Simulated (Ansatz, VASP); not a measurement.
**Si2Ni: VASP beside Ansatz**

```
Si Ni
1.0
     2.53395    2.53395    0.00000
    -2.53395    2.53395    0.00000
     0.00000    0.00000    5.83924
Si Ni
4 2
Direct
  0.00000 0.50000 0.75000
  0.50000 0.00000 0.75000
  0.50000 0.00000 0.25000
  0.00000 0.50000 0.25000
  0.00000 0.00000 0.00000
  0.50000 0.50000 0.50000
```

Change from the starting cell: biaxial strain in the a-b plane, c and atoms relaxed: -6.0 %.

Alike in both runs: functional PBEsol; k mesh 10 × 10 × 8; occupations gaussian, width 0.1 eV; no spin polarisation.

Ansatz relaxed the structure, and its values are those at the end. VASP's run is a single point on that final structure, the one shown.

|  | VASP | Ansatz |
| --- | --- | --- |
| version | VASP 6.6.1 | Ansatz 0.2.0 |
| potentials or method | VASP PAW PBE potentials, release 64 (Si, Ni) | scalar-relativistic, plane waves, PAW |
| plane-wave cutoff (eV) | 520 | 420 |
| valence electrons in the cell | 36 | 52 |

```csv
,VASP,Ansatz,Ansatz less VASP
gap on the k mesh at the Fermi level (eV),none,none,-
pressure (GPa),8.6,8.4,-0.15
```

A gap of «none» marks a metal or a gap that the smearing closes. The two sets of potentials don't hold the same shells in valence.

Caveats: the PAW data sets were made with another functional, which shifts forces and pressure a little (VASP). Spin polarisation is off, so any magnetic state and its effect on volume and gap are missing.
